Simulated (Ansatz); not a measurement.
AlN:

```
Al N
1.0
     0.00000    2.03452    2.03452
     2.03452    0.00000    2.03452
     2.03452    2.03452    0.00000
Al N
1 1
Cartesian
  2.0345 2.0345 2.0345
  0.0000 0.0000 0.0000
```

Measurements of this composition are mostly on another form, of space group No. 186.

Program: Ansatz 0.2.0. Alike in all runs: task band structure; potentials or basis Ansatz PAW; no spin polarisation; cell as given; k mesh 6 × 6 × 6; smearing fermi-dirac 0.05 eV; the mesh is coarse, so values aren't converged.

Task: Order these runs on this cell by their band gap on the k mesh, lowest first.
A. level r2SCAN0; cutoff (eV) 500
B. level HSE06; cutoff (eV) 420
C. level r2SCAN50; cutoff (eV) 500
D. level B3LYP; cutoff (eV) 420
E. level PBE0; cutoff (eV) 420

Result: B (5.84 eV), D (6.25 eV), E (6.59 eV), A (7.15 eV), C (9.05 eV).

Caveats: all runs use coarse meshes.

